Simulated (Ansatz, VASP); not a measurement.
## One calculation of SnSe, two programs

```
Sn Se
1.0
     3.66536    0.00000    0.00000
     0.00000    3.66536    0.00000
     0.00000    0.00000    3.66536
Sn Se
1 1
Direct
  0.00000 0.00000 0.00000
  0.50000 0.50000 0.50000
```

The cell was built by a generator and needn't be a form met in nature.

Alike in both runs: task single point; functional HSE06; k mesh 4 × 4 × 4; occupations fermi-dirac, width 0.02 eV; no spin polarisation.

```csv
,VASP,Ansatz
version,VASP 6.6.1,Ansatz 0.2.0
potentials or method,"VASP PAW PBE potentials, release 64 (Sn_d, Se)","plane waves, PAW"
plane-wave cutoff (eV),520,420
valence electrons in the cell,20,30
```

Ansatz gave:

* pressure (GPa): 0.2

**Question.** What did VASP give for the same quantities?

**Answer.** Pressure (GPa): 0.1.

The two sets of potentials don't hold the same shells in valence. Ansatz warned: «filled_band_counts_differ_across_k_points».

Caveats: the k mesh is coarse (spacing up to 0.43 Å⁻¹), so the values aren't converged, least of all with exact exchange; the PAW data sets were made with another functional, which shifts forces and pressure a little (VASP).
